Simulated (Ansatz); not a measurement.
input.yaml

```yaml
crystal:
  lattice:
    - [0.0, 2.8316616567, 2.8316616567]
    - [2.8316616567, 0.0, 2.8316616567]
    - [2.8316616567, 2.8316616567, 0.0]
  atoms:
    - { symbol: Al, position: [0.0, 0.0, 0.0] }
    - { symbol: Cu, position: [0.5, 0.5, 0.5] }
    - { symbol: Cu, position: [0.25, 0.25, 0.25] }
    - { symbol: Cu, position: [0.75, 0.75, 0.75] }
basis:
  ecutwfc: 500
kpoints:
  mp_grid: { grid: [12, 12, 12] }
hamiltonian:
  xc: r2scan
scf:
  occupations: { method: gaussian, width: 0.1 }
output:
  forces: true
  stress: true
  eigenvalues: true
```

Run as
```bash
ansatz run input.yaml --threads 1 --pin off --max-ram 2560MiB --backend cpu --events-out ev --progress --plain --runs-dir out
```

Method: DFT r2SCAN, scalar-relativistic, plane waves, PAW in Ansatz.

Abridged output (final results; tables in files aren't shown):

```
SCF 1 converged in 8 iterations: F = -20434.767776 eV  dr2 = 7.84e-9
SCF converged after 8 iterations
Free energy (F): -20434.767776 eV
Harris-Foulkes:  -20434.767776 eV  (|F-HF|=4.18e-9)
Internal energy: -20434.762679 eV  (E = F + TS)
E sigma→0 (E₀):  -20434.765227 eV
Entropy (-TS):   -0.005097 eV (-1.274 meV/atom)
Fermi energy:    16.412176 eV
--- Per-component energies (eV) ---
  E_band       = -1175.106541
  E_kinetic    = 927.983212
  E_local      = -13616.355106  (includes V_loc(G=0)·N_el)
  E_nonlocal   = 1190.815310
  E_hartree    = 6086.766278
  E_xc         = -292.333972
  E_vxc        = -412.211074  (∫ρ·V_xc dr)
  E_paw        = -5502.864078  (= ΣΔE_a)
  E_vpaw       = -1467.977819  (= ΣTr[D̂ρ^β])
  E_aug_tail   = 0.000446  (compensation charges beyond the density's cutoff)
  E_vtau       = 29.106912  (kinetic-family band-sum trace: ∫τ·v_τ [+ j·A + Jᵃ·Aᵃ] dr)
  E_ewald      = -9227.811338
  E_core_change = -0.963432  (= ΣΔE_core)
  E_smearing   = -0.005097  (= −TS)
--- Forces (eV/Å), atoms counted from 1 ---
  atom   1  Al     0.00000000     0.00000000     0.00000000
  atom   2  Cu     0.00000000     0.00000000     0.00000000
  atom   3  Cu     0.00000000     0.00000000     0.00000000
  atom   4  Cu     0.00000000     0.00000000     0.00000000
--- Stress (GPa, compression-positive) ---
       10.810951       0.000000       0.000000
        0.000000      10.810951       0.000000
        0.000000       0.000000      10.810951
  P = ⅓ Tr σ = 10.8110 GPa (108.110 kbar)
--- Band table (eV; the first three rows and the last of 72) ---
  k-point 0: bands = ["-100.8358", "-100.8323", "-100.4915", "-56.6586", "-56.6586", "-56.6586", "-56.6477", "-56.6477", "-56.6477", "-56.3087", "-56.3087", "-56.3087", "4.7983", "11.1878", "11.1878", "11.3194", "11.3194", "11.3194", "12.2812", "12.2812", "12.2812", "13.4133", "13.4133", "13.4133", "13.6160", "13.6160", "13.7346", "13.7346", "20.3814", "20.3814", "20.3814", "20.9798", "20.9798", "20.9798", "22.8309", "23.8882"]
  k-point 1: bands = ["-100.8357", "-100.8324", "-100.4916", "-56.6589", "-56.6585", "-56.6585", "-56.6479", "-56.6479", "-56.6473", "-56.3088", "-56.3086", "-56.3086", "4.9039", "11.1615", "11.1615", "11.2785", "11.3934", "11.3934", "12.2710", "12.2710", "12.2833", "13.3324", "13.3479", "13.3479", "13.6539", "13.6539", "13.7266", "13.7266", "18.9854", "19.9910", "19.9910", "21.4430", "21.4430", "21.4452", "23.1998", "23.5145"]
  k-point 2: bands = ["-100.8355", "-100.8325", "-100.4916", "-56.6593", "-56.6582", "-56.6582", "-56.6484", "-56.6484", "-56.6468", "-56.3090", "-56.3084", "-56.3084", "5.2183", "11.1513", "11.1513", "11.1548", "11.5386", "11.5386", "12.2411", "12.2448", "12.2448", "13.1370", "13.2112", "13.2112", "13.6848", "13.6848", "13.7309", "13.7309", "17.3103", "19.5425", "19.5425", "21.3347", "21.7165", "21.7165", "23.2763", "23.3039"]
  k-point 71: bands = ["-100.8339", "-100.8339", "-100.4919", "-56.6673", "-56.6609", "-56.6547", "-56.6547", "-56.6420", "-56.6420", "-56.3092", "-56.3092", "-56.3061", "9.2243", "10.0819", "10.0819", "10.6999", "12.0307", "12.1511", "12.1522", "12.1522", "12.4572", "12.4572", "12.9392", "13.0955", "13.6811", "13.6811", "13.8540", "13.8639", "14.0666", "14.2912", "14.2912", "22.5446", "22.5446", "22.7325", "22.7803", "28.5402"]
```

The run converged.

Time: 12 s on 1 thread of Intel(R) Xeon(R) Platinum 8259CL CPU @ 2.50GHz (Skylake/Cascade Lake) (shared host), peak memory 0.58 GiB.